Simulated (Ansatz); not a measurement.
CO2:

```
CELL_PARAMETERS angstrom
-1.97473 1.97473 3.01406
1.97473 -1.97473 3.01406
1.97473 1.97473 -3.01406
ATOMIC_POSITIONS crystal
O 0.87500 0.95980 0.58480
O 0.37500 0.29020 0.41520
O 0.04020 0.62500 0.91520
O 0.70980 0.12500 0.08480
C 0.00000 0.00000 0.00000
C 0.75000 0.25000 0.50000
```

The cell comes from a database or a generator and needn't be the stable form of this composition.

Base run:

```yaml
Program: Ansatz 0.2.0
Functional: r2SCAN
Potentials_or_basis: Ansatz PAW
Cutoff: 500 eV
Density_cutoff: 2000 eV
k_mesh: 9 × 9 × 9
Occupations: fermi-dirac, width 0.05 eV
Spin: no spin polarisation
```

Its results: band gap on the k mesh 8.52 eV, indirect (least direct gap 8.91 eV); pressure -7.9 GPa; largest force 0.272 eV/Å.

Task: The run is repeated on the same cell with these changes: functional from r2SCAN to LDA; cutoff from 500 eV to 420 eV; density cutoff from 2000 eV to 1680 eV. What comes out?

Result: Band gap on the k mesh 7.46 eV, indirect (least direct gap 7.94 eV); pressure -14.0 GPa; largest force 0.551 eV/Å.

r2SCAN gives the wider gap, since meta-GGAs in the generalised Kohn-Sham scheme recover part of the derivative discontinuity.

Caveats: the PAW data sets come from PBE, with cores solved anew for the run's functional, which leaves a small shift of forces and pressure.

Not every run made on this cell is shown here.
